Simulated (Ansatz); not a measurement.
The structure comes from a relaxation in the same program, started in the bcc type, and has space group Im-3m. Whether it is a known phase or the ground state wasn't checked.

A run on Tl: DFT, PBE, all-electron LAPW, scalar-relativistic (Ansatz 0.2.0). The input:

```yaml
crystal:
  lattice:
    - [-1.9873714837, 1.9873714837, 1.9873714837]
    - [1.9873714837, -1.9873714837, 1.9873714837]
    - [1.9873714837, 1.9873714837, -1.9873714837]
  atoms:
    - { symbol: Tl, position: [0.0, 0.0, 0.0] }
kpoints:
  mp_grid: { grid: [12, 12, 12] }
scf:
  occupations: { method: fermi_dirac, width: 0.05 }
hamiltonian:
  xc: pbe
  pseudopotentials:
    kind: all_electron
    lapw: { basis_error: 0.0005, muffin_tin_radii: { Tl: 1.827 } }
output:
  forces: true
  stress: true
  eigenvalues: true
```

Question: Can this result be used?

Answer: No. The input was rejected before any iteration. The typed spheres overlap: twice 1.827 Å exceeds the shortest distance, 3.442 Å; smaller radii, or none typed, cure it. It says:
```
Error: `kind: all_electron` solves this crystal on LAPW (the input types lapw, or this build lists no dataset of some species for it), and no LAPW basis is found for it: the given muffin-tin radii of Tl and Tl, or the smallest supported ones, add up to 3.654 Å, and 3.442 Å are free between these atoms; give smaller radii, or leave one out; where each species has a listed dataset, leave lapw and dirac_shells out and run without spin–orbit coupling, or set another kind (and leave the keys of all_electron out)
```
